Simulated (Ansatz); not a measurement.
# MnSi under changes of volume

One of the cells (13.331 Å³/atom); the others are scaled copies at fixed shape and fractional positions:

```
Mn Si
1.0
     2.98743    0.00000    0.00000
     0.00000    2.98743    0.00000
     0.00000    0.00000    2.98743
Mn Si
1 1
Direct
  0.50000 0.50000 0.50000
  0.00000 0.00000 0.00000
```

The cell was built by a generator and needn't be a form met in nature.

| Property | Result |
| --- | --- |
| Program | Ansatz 0.2.0 |
| Functional | PBE |
| Potentials or basis | all-electron LAPW, scalar-relativistic |
| Cutoff | 243 eV (chosen from the basis error) |
| Basis error allowed | 0.0005 eV/atom |
| k mesh | 9 × 9 × 9 |
| Occupations | fermi-dirac, width 0.05 eV |
| Spin | collinear spin, ferromagnetic start |
| Starting moments | [4.0, 0.0] μB |

```tsv
volume (Å³/atom)	energy over the lowest point (meV/atom)	pressure (GPa)	moment (μB per cell)
12.531	0.00	-19.7	0.84
12.798	?	?	?
13.064	73.32	-24.2	0.86
13.331	115.20	-26.0	0.87
13.598	159.92	-27.6	0.88
13.864	207.04	-28.8	0.90
14.131	255.90	-29.6	0.93
```

Q: What does the run at 12.798 Å³/atom give?

A: Energy over the lowest point 34.76 meV/atom; pressure -22.1 GPa; moment 0.85 μB per cell.

Worked out: A Birch-Murnaghan fit of order 3 (a polynomial in V^(-2/3)) to the other rows has no minimum within the range. It gives 34.75 meV/atom at 12.798 Å³/atom, against the run's 34.76, and -dE/dV = -22.1 GPa, against -22.1. A parabola through the other rows of the moment, of slope 0.0263 μB per Å³/atom there, gives 0.85 μB, against the run's 0.85.

Energies are extrapolated to zero smearing.

Caveats: the moment fell far below its start of 4 μB, so a state of higher moment may lie lower in energy.
